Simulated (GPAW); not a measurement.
Runs of GPAW 26.7.0 on LiF (Griceite). Symmetry: Fm-3m, No. 225, cubic system. Conventional cell: a = 4.028 Å, b = 4.028 Å, c = 4.028 Å, α = 90.00°, β = 90.00°, γ = 90.00°. Around F (site symmetry m-3m) lie 6 Li at 2.01 Å. Li (site symmetry m-3m) is surrounded by 6 F at 2.01 Å. 

```tsv
task	level	potentials or basis	cell	k mesh	cutoff (eV)	smearing	optimizer	fmax	max steps	convergence	response ecut	grid spacing	mesh quality	gap on the mesh (eV)	pressure (GPa)
relaxation of cell and atoms	PBEsol+D3(BJ)	PAW data sets generated in the run's folder for this functional, pw	relaxed	11 × 11 × 11	800	gaussian 0.01 eV	BFGS	0.05 eV/Å	40	density=1e-05 forces=0.0001	-	-	not flagged	(b)	0.5
dielectric tensor	LDA	the program's PAW data sets (release 1.2.1) made for this functional, pw	as given	9 × 9 × 9	600	fermi-dirac 0.001 eV	-	-	-	-	80 eV	-	not flagged	8.80	-
band structure	PBEint	PAW data sets generated in the run's folder for this functional, pw	as given	11 × 11 × 11	800	fermi-dirac 0.05 eV	-	-	-	-	-	-	not flagged	8.98	(a)
band structure	GLLB-SC	the program's PAW data sets (release 1.2.1) made for this functional, pw	as given	11 × 11 × 11	800	fermi-dirac 0.05 eV	-	-	-	-	-	-	not flagged	14.86	-
relaxation of cell and atoms	PBEsol+D3	PAW data sets generated in the run's folder for this functional, pw	relaxed	11 × 11 × 11	800	fermi-dirac 0.05 eV	BFGS	0.02 eV/Å	60	density=1e-05 forces=0.0001	-	-	not flagged	9.55	0.0
relaxation of the atoms	RPBE	the program's PAW data sets (release 1.2.1) made for this functional, pw	atoms relaxed from: atoms moved at random, drawn with an rms of 0.02 Å	11 × 11 × 11	800	improved-tetrahedron-method	LBFGS	0.05 eV/Å	60	density=1e-05 forces=0.0001	-	-	not flagged	9.33	-
band structure	PBE	GPAW PAW data sets (gpaw-data 1.2.1), lcao:dzp	as given	11 × 11 × 11	-	fermi-dirac 0.05 eV	-	-	-	-	-	0.2 Å	not flagged	8.96	-
```

Alike in all rows: no spin polarisation.

Question: Estimate the missing entries.

Answer: (a) -0.1; (b) 9.61.

Caveats: an odd mesh through Γ misses points on the zone boundary, where band edges often lie (some runs); later steps reuse the first step's grids (some runs); the long-wavelength limit can be off by a per cent or two (some runs); the GLLB-SC gap is the Kohn-Sham gap of the path plus the derivative discontinuity (some runs); a model potential gives levels but no total energy (some runs); the real-space grid adds noise to forces (some runs).

Not every run made on this cell is shown here.
